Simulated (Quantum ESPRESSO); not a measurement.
# Au (Fm-3m) in Quantum ESPRESSO: a series of runs, part 2 of 2

Quantum ESPRESSO 7.5.

### Step 3. Single point, LDA, 15.84 Å³/atom

pw.in reads:

```
&CONTROL
  calculation = 'scf'
  prefix = 'pwscf'
  outdir = './tmp'
  pseudo_dir = './pseudo'
  tprnfor = .true.
  tstress = .true.
  disk_io = 'nowf'
/
&SYSTEM
  ibrav = 0
  nat = 1
  ntyp = 1
  ecutwfc = 45
  ecutrho = 360
  nbnd = 11
  occupations = 'smearing'
  smearing = 'fd'
  degauss = 0.00367493
/
&ELECTRONS
  conv_thr = 2d-10
  electron_maxstep = 120
  mixing_beta = 0.5
/
ATOMIC_SPECIES
Au   196.9666 au_lda_v1.uspp.F.UPF
CELL_PARAMETERS angstrom
   0.0000000000    1.9934577312    1.9934577312
   1.9934577312    0.0000000000    1.9934577312
   1.9934577312    1.9934577312    0.0000000000
ATOMIC_POSITIONS crystal
Au     0.0000000000    0.0000000000    0.0000000000
K_POINTS automatic
11 11 11 0 0 0
```

Potentials or basis: GBRV 1.5 LDA.

Run with:

```
> OMP_NUM_THREADS=1 mpirun -n 2 pw.x -nk 2 -in pw.in > pw.out
```

pw.out:

```text
This program is part of the open-source Quantum ESPRESSO suite
     for quantum simulation of materials; please cite
[... 13 lines left out ...]
     --------------------
     sticks:   dense  smooth     PW     G-vecs:    dense   smooth      PW
     Sum         703     349    121                12339     4285     869

     Using Slab Decomposition

     bravais-lattice index     =            0
     lattice parameter (alat)  =       5.3275  a.u.
     unit-cell volume          =     106.9172 (a.u.)^3
     number of atoms/cell      =            1
     number of atomic types    =            1
     number of electrons       =        11.00
     number of Kohn-Sham states=           11
     kinetic-energy cutoff     =      45.0000  Ry
     charge density cutoff     =     360.0000  Ry
     scf convergence threshold =      2.0E-10
     mixing beta               =       0.5000
     number of iterations used =            8  plain     mixing
     Exchange-correlation= SLA  PZ   NOGX NOGC
                           (   1   1   0   0   0   0   0)

     celldm(1)=   5.327469  celldm(2)=   0.000000  celldm(3)=   0.000000
     celldm(4)=   0.000000  celldm(5)=   0.000000  celldm(6)=   0.000000

     crystal axes: (cart. coord. in units of alat)
               a(1) = (   0.000000   0.707107   0.707107 )
               a(2) = (   0.707107   0.000000   0.707107 )
               a(3) = (   0.707107   0.707107   0.000000 )

     reciprocal axes: (cart. coord. in units 2 pi/alat)
               b(1) = ( -0.707107  0.707107  0.707107 )
               b(2) = (  0.707107 -0.707107  0.707107 )
               b(3) = (  0.707107  0.707107 -0.707107 )

     PseudoPot. # 1 for Au read from file:
     au_lda_v1.uspp.F.UPF
     Pseudo is Ultrasoft + core correction, Zval = 11.0
     Generated by new atomic code, or converted to UPF format
     Using radial grid of  985 points,  7 beta functions with:
                l(1) =   0
                l(2) =   0
                l(3) =   1
                l(4) =   1
                l(5) =   2
                l(6) =   2
                l(7) =   3
     Q(r) pseudized with  6 coefficients,  rinner =    1.900   1.900   1.900
                                                       1.900   1.900   1.900
                                                       1.900

     atomic species   valence    mass     pseudopotential
     Au               11.00   196.96660     Au( 1.00)

     48 Sym. Ops., with inversion, found

   Cartesian axes

     site n.     atom                  positions (alat units)
         1        Au     tau(   1) = (   0.0000000   0.0000000   0.0000000  )

     number of k points=    56  Fermi-Dirac smearing, width (Ry)=  0.0037
                       cart. coord. in units 2pi/alat
        k(    1) = (   0.0000000   0.0000000   0.0000000), wk =   0.0015026
        k(    2) = (   0.0642824   0.0642824  -0.0642824), wk =   0.0120210
        k(    3) = (   0.1285649   0.1285649  -0.1285649), wk =   0.0120210
        k(    4) = (   0.1928473   0.1928473  -0.1928473), wk =   0.0120210
        k(    5) = (   0.2571297   0.2571297  -0.2571297), wk =   0.0120210
        k(    6) = (   0.3214122   0.3214122  -0.3214122), wk =   0.0120210
[... 48 lines left out ...]
        k(   55) = (  -0.0642824  -0.4499770   0.7071068), wk =   0.0360631
        k(   56) = (   0.0000000  -0.3856946   0.6428243), wk =   0.0360631

     Dense  grid:    12339 G-vectors     FFT dimensions: (  36,  36,  36)

     Smooth grid:     4285 G-vectors     FFT dimensions: (  24,  24,  24)

     Initial potential from superposition of free atoms

     starting charge      10.9999, renormalised to      11.0000
     Starting wfcs are    9 randomized atomic wfcs +    2 random wfcs

     Self-consistent Calculation

     iteration #  1     ecut=    45.00 Ry     beta= 0.50
     Davidson diagonalization with overlap
     ethr =  1.00E-02,  avg # of iterations =  5.2

     Threshold (ethr) on eigenvalues was too large:
     Diagonalizing with lowered threshold

     Davidson diagonalization with overlap
     ethr =  6.40E-04,  avg # of iterations =  1.1

     total energy              =    -114.89816146 Ry
     estimated scf accuracy    <       0.06912959 Ry

     iteration #  2     ecut=    45.00 Ry     beta= 0.50
     Davidson diagonalization with overlap
     ethr =  6.28E-04,  avg # of iterations =  2.3
[... 36 lines left out ...]
     total energy              =    -114.91650194 Ry
     estimated scf accuracy    <          2.6E-10 Ry

     iteration #  8     ecut=    45.00 Ry     beta= 0.50
     Davidson diagonalization with overlap
     ethr =  2.33E-12,  avg # of iterations =  2.4

     End of self-consistent calculation

          k = 0.0000 0.0000 0.0000 (   537 PWs)   bands (ev):

     6.2248  11.8638  11.8638  11.8638  13.6020  13.6020  31.4627  35.8641
    35.8641  35.8641  38.1867

          k = 0.0643 0.0643-0.0643 (   537 PWs)   bands (ev):

     6.5302  11.7584  11.9706  11.9706  13.5537  13.5537  31.8520  34.2235
    36.2620  36.2620  38.1908

          k = 0.1286 0.1286-0.1286 (   552 PWs)   bands (ev):
[... 96 lines left out ...]
     9.7940  11.4043  12.4510  12.5001  14.3496  17.4894  22.4374  29.5671
    33.0541  34.6240  38.1989

          k =-0.0643-0.3214 0.3214 (   547 PWs)   bands (ev):

     9.7359  11.4157  11.8171  12.6265  13.5798  16.0606  25.7906  29.7577
    33.6969  37.0864  38.2635

          k = 0.0000-0.2571 0.2571 (   546 PWs)   bands (ev):

     8.9623  11.1589  12.0721  12.8480  12.8950  14.9433  28.7559  30.9086
    35.0701  36.5807  38.1136

          k = 0.3857 0.0000-0.0000 (   552 PWs)   bands (ev):

     9.0799  10.4200  12.7026  13.4898  13.4898  14.3252  31.5858  31.5858
    32.8760  34.3093  35.2774

          k = 0.4500 0.0643-0.0643 (   549 PWs)   bands (ev):
[... 36 lines left out ...]
     9.6259  10.1226  13.3743  14.1791  15.0975  19.5209  22.6309  26.0010
    28.8591  35.6351  38.1940

          k =-0.0000-0.5143 0.5143 (   542 PWs)   bands (ev):

     9.9438  10.7032  12.5618  13.7769  14.7278  20.5600  22.3220  24.7031
    30.4285  35.0540  38.1944

          k = 0.6428-0.0000 0.0000 (   540 PWs)   bands (ev):

     9.2079   9.5717  14.8982  15.2313  15.2313  17.0576  24.0923  27.3172
    27.3172  34.9376  37.6804

          k =-0.0000-0.6428 0.6428 (   546 PWs)   bands (ev):

     9.3036   9.6589  14.6261  14.7511  15.2710  18.6310  22.9753  26.4721
    27.5153  35.6343  38.0201

          k = 0.2571 0.1286 0.0000 (   552 PWs)   bands (ev):

     8.0889  11.1396  12.2789  12.6280  13.0929  14.1336  31.1330  32.5262
    35.1806  36.0427  38.1065

          k = 0.3214 0.1928-0.0643 (   548 PWs)   bands (ev):

     9.0776  11.1053  11.9565  12.7253  13.5476  14.8801  28.0458  31.6898
    34.0597  36.5303  38.1175

          k = 0.3857 0.2571-0.1286 (   549 PWs)   bands (ev):
[... 26 lines left out ...]
    10.1915  11.0209  12.1217  12.9688  14.7405  19.6462  20.9150  28.3756
    30.8392  35.2244  38.2009

          k =-0.0643-0.3214 0.4500 (   546 PWs)   bands (ev):

    10.3381  11.1762  11.5555  13.0736  14.2289  17.5952  23.9915  27.8949
    31.9918  36.0700  38.2126

          k = 0.0000-0.2571 0.3857 (   541 PWs)   bands (ev):

    10.0475  10.9533  11.5533  13.2143  13.5258  16.1086  26.7470  28.8199
    33.0840  37.7194  37.9019

          k = 0.5143 0.1286 0.0000 (   545 PWs)   bands (ev):

     9.7086  10.0802  12.8135  14.4038  14.4803  16.2200  26.6226  28.3360
    29.4569  36.2210  37.2863

          k =-0.1286-0.5143 0.6428 (   543 PWs)   bands (ev):

     9.8868  10.3110  12.5608  14.0343  14.9939  18.4287  23.8183  27.1637
    28.6137  36.5520  38.1859

          k =-0.0643-0.4500 0.5785 (   542 PWs)   bands (ev):

    10.1300  10.7583  12.1836  13.6057  14.9232  20.7564  21.7089  25.7509
    29.3240  36.2716  38.1942

          k = 0.0000-0.3857 0.5143 (   544 PWs)   bands (ev):

    10.5067  11.0884  11.5875  13.3649  14.5088  19.1740  24.4756  24.5317
    30.7579  36.1237  38.1977

          k =-0.0643-0.5785 0.7071 (   539 PWs)   bands (ev):

     9.4884   9.8066  13.8541  14.6091  15.2307  18.5581  23.6019  26.7889
    27.2910  36.4930  37.9488

          k =-0.0000-0.5143 0.6428 (   540 PWs)   bands (ev):
[... 11 lines left out ...]
    10.5947  10.8588  11.5261  13.4552  14.8906  19.8850  22.7083  26.2526
    28.7834  37.5784  38.1919

          k =-0.0643-0.4500 0.7071 (   543 PWs)   bands (ev):

    10.1561  10.5037  12.2180  13.7991  15.2283  20.4511  23.2216  25.2784
    27.2927  38.1502  38.1916

          k = 0.0000-0.3857 0.6428 (   535 PWs)   bands (ev):

    10.3923  10.9896  11.6350  13.4472  15.2244  21.4098  23.0994  24.1672
    27.4962  38.1499  38.1970

     the Fermi energy is    16.9175 ev

!    total energy              =    -114.91650194 Ry
     estimated scf accuracy    <          1.9E-12 Ry
     smearing contrib. (-TS)   =      -0.00016470 Ry
     internal energy E=F+TS    =    -114.91633724 Ry

     The total energy is F=E-TS. E is the sum of the following terms:
     one-electron contribution =      13.19351936 Ry
     hartree contribution      =       7.70948461 Ry
     xc contribution           =     -62.18578908 Ry
     ewald contribution        =     -73.63355212 Ry

     convergence has been achieved in   8 iterations

     Forces acting on atoms (cartesian axes, Ry/au):

     atom    1 type  1   force =     0.00000000    0.00000000    0.00000000

     Total force =     0.000000     Total SCF correction =     0.000000

     Computing stress (Cartesian axis) and pressure

          total   stress  (Ry/bohr**3)                   (kbar)     P=       95.70
   0.00065054  -0.00000000  -0.00000000           95.70       -0.00       -0.00
  -0.00000000   0.00065054   0.00000000           -0.00       95.70        0.00
  -0.00000000   0.00000000   0.00065054           -0.00        0.00       95.70

=------------------------------------------------------------------------------=
   JOB DONE.
=------------------------------------------------------------------------------=
```

Run time: 4.8 s. Hardware: 2 MPI ranks of Arm Neoverse V1, shared host; peak memory 0.18 GiB.

What came out:

- Free energy: -1563.5187 eV
- Pressure: 9.6 GPa
- Band gap on the k mesh: none (metal or under the smearing width)

### Step 4. Single point, LDA, 16.18 Å³/atom

pw.in: that of step 3 with these lines changed.

```diff
@@ -28,5 +28,5 @@
 CELL_PARAMETERS angstrom
-   0.0000000000    1.9934577312    1.9934577312
-   1.9934577312    0.0000000000    1.9934577312
-   1.9934577312    1.9934577312    0.0000000000
+   0.0000000000    2.0074966285    2.0074966285
+   2.0074966285    0.0000000000    2.0074966285
+   2.0074966285    2.0074966285    0.0000000000
 ATOMIC_POSITIONS crystal
```

Run with:

```
> OMP_NUM_THREADS=1 mpirun -n 2 pw.x -nk 2 -in pw.in > pw.out
```

Wall time 4.5 s (2 MPI ranks of Arm Neoverse V1, shared host); peak memory 0.18 GiB.

Results (log left out):

```yaml
Free_energy: -1563.5337 eV
Pressure: 4.6 GPa
Band_gap_on_the_k_mesh: none (metal or under the smearing width)
```

### Step 5. Single point, LDA, 16.52 Å³/atom

pw.in: that of step 4 with these lines changed.

```diff
@@ -28,5 +28,5 @@
 CELL_PARAMETERS angstrom
-   0.0000000000    2.0074966285    2.0074966285
-   2.0074966285    0.0000000000    2.0074966285
-   2.0074966285    2.0074966285    0.0000000000
+   0.0000000000    2.0213418704    2.0213418704
+   2.0213418704    0.0000000000    2.0213418704
+   2.0213418704    2.0213418704    0.0000000000
 ATOMIC_POSITIONS crystal
```

Run with:

```
> OMP_NUM_THREADS=1 mpirun -n 2 pw.x -nk 2 -in pw.in > pw.out
```

It took 5.2 s on 2 MPI ranks of Arm Neoverse V1, shared host; peak memory 0.18 GiB.

It converged, with:

```
Free energy            : -1563.5391 eV
Pressure               : 0.3 GPa
Band gap on the k mesh : none (metal or under the smearing width)
```

### Step 6. Single point, LDA, 16.85 Å³/atom

pw.in: that of step 5 with these lines changed.

```diff
@@ -28,5 +28,5 @@
 CELL_PARAMETERS angstrom
-   0.0000000000    2.0213418704    2.0213418704
-   2.0213418704    0.0000000000    2.0213418704
-   2.0213418704    2.0213418704    0.0000000000
+   0.0000000000    2.0350000000    2.0350000000
+   2.0350000000    0.0000000000    2.0350000000
+   2.0350000000    2.0350000000    0.0000000000
 ATOMIC_POSITIONS crystal
```

Potentials or basis: GBRV 1.5 LDA.

Run with:

```
> OMP_NUM_THREADS=1 mpirun -n 2 pw.x -nk 2 -in pw.in > pw.out
```

Wall time 5.3 s (2 MPI ranks of Arm Neoverse V1, shared host); peak memory 0.18 GiB.

Results (log left out):

* Free energy: -1563.5359 eV
* Pressure: -3.5 GPa
* Band gap on the k mesh: none (metal or under the smearing width)

### Step 7. Single point, LDA, 17.19 Å³/atom

pw.in: that of step 6 with these lines changed.

```diff
@@ -28,5 +28,5 @@
 CELL_PARAMETERS angstrom
-   0.0000000000    2.0350000000    2.0350000000
-   2.0350000000    0.0000000000    2.0350000000
-   2.0350000000    2.0350000000    0.0000000000
+   0.0000000000    2.0484772140    2.0484772140
+   2.0484772140    0.0000000000    2.0484772140
+   2.0484772140    2.0484772140    0.0000000000
 ATOMIC_POSITIONS crystal
```

Run with:

```
> OMP_NUM_THREADS=1 mpirun -n 2 pw.x -nk 2 -in pw.in > pw.out
```

Run time: 5.3 s. Hardware: 2 MPI ranks of Arm Neoverse V1, shared host; peak memory 0.18 GiB.

The run converged. Its results:

```yaml
Free_energy: -1563.5252 eV
Pressure: -6.8 GPa
Band_gap_on_the_k_mesh: none (metal or under the smearing width)
```

### Step 8. Single point, LDA, 17.53 Å³/atom

pw.in: that of step 7 with these lines changed.

```diff
@@ -28,5 +28,5 @@
 CELL_PARAMETERS angstrom
-   0.0000000000    2.0484772140    2.0484772140
-   2.0484772140    0.0000000000    2.0484772140
-   2.0484772140    2.0484772140    0.0000000000
+   0.0000000000    2.0617793868    2.0617793868
+   2.0617793868    0.0000000000    2.0617793868
+   2.0617793868    2.0617793868    0.0000000000
 ATOMIC_POSITIONS crystal
```

Run with:

```
> OMP_NUM_THREADS=1 mpirun -n 2 pw.x -nk 2 -in pw.in > pw.out
```

Wall time 5.3 s (2 MPI ranks of Arm Neoverse V1, shared host); peak memory 0.18 GiB.

Results (log left out):

| Item | Value |
| --- | --- |
| Free energy | -1563.5080 eV |
| Pressure | -9.7 GPa |
| Band gap on the k mesh | none (metal or under the smearing width) |

### Step 9. Single point, LDA, 17.87 Å³/atom

pw.in: that of step 8 with these lines changed.

```diff
@@ -28,5 +28,5 @@
 CELL_PARAMETERS angstrom
-   0.0000000000    2.0617793868    2.0617793868
-   2.0617793868    0.0000000000    2.0617793868
-   2.0617793868    2.0617793868    0.0000000000
+   0.0000000000    2.0749120936    2.0749120936
+   2.0749120936    0.0000000000    2.0749120936
+   2.0749120936    2.0749120936    0.0000000000
 ATOMIC_POSITIONS crystal
```

Potentials or basis: GBRV 1.5 LDA.

Run with:

```
> OMP_NUM_THREADS=1 mpirun -n 2 pw.x -nk 2 -in pw.in > pw.out
```

It took 5.3 s on 2 MPI ranks of Arm Neoverse V1, shared host; peak memory 0.18 GiB.

Results (log left out):

```yaml
Free_energy: -1563.4851 eV
Pressure: -12.2 GPa
Band_gap_on_the_k_mesh: none (metal or under the smearing width)
```

### Step 10. Equation of state, LDA

This step only gathers the single runs of the series.

Results:

- Equilibrium volume: 16.55 Å³/atom
- Bulk modulus: 196 GPa
- Pressure derivative of the bulk modulus: 5.6

Energy against volume, from the lowest point:
```tsv
volume (Å³/atom)	energy (meV/atom)
15.843	20.40
16.181	5.35
16.518	0.00
16.855	3.16
17.192	13.87
17.529	31.10
17.866	53.94
```

The run has no spin-orbit coupling, so splittings on Au are missing. LDA usually gives volumes a few per cent too small.

### Step 11. The reference run

An earlier run on the cell as given: functional PBEsol; potentials or basis GBRV 1.5 PBEsol; cutoff 612 eV; density cutoff 4898 eV; k mesh 11 × 11 × 11; occupations fermi-dirac, width 0.05 eV; no spin polarisation.

* Pressure: 1.2 GPa
* Band gap on the k mesh: none (metal or under the smearing width)

### Step 12. Summary

| task | level | potentials or basis | form of the LDA correlation | gap on the mesh (eV) | pressure (GPa) |
| --- | --- | --- | --- | --- | --- |
| band structure | PBEsol | GBRV 1.5 PBEsol | - | none | 1.2 |
| equation of state | LDA | GBRV 1.5 LDA | PZ81 | - | - |
| single point | PBEsol | GBRV 1.5 PBEsol | - | none | 1.2 |

Alike in all rows: no spin polarisation; cell as given; k mesh 11 × 11 × 11; cutoff (eV) 612; smearing fermi-dirac 0.05 eV.

Caveats: some levels on the path didn't converge (some runs); spin-orbit coupling is left out, which moves the levels of the heavy elements (some runs).

Total energies depend on the potentials used, so only differences within one code and one set of settings carry meaning.

### Step 13. Against experiment

Step 10. Against the measured bulk modulus of Au, 167 GPa (quoted in “Exploring toroidal anvil profiles for larger sample volumes above 4 Mbar”, 2024, pmc:11102561), the calculated 196 GPa is off by +17.5 %. The fit is for a static lattice scaled at fixed shape and fixed fractional positions.
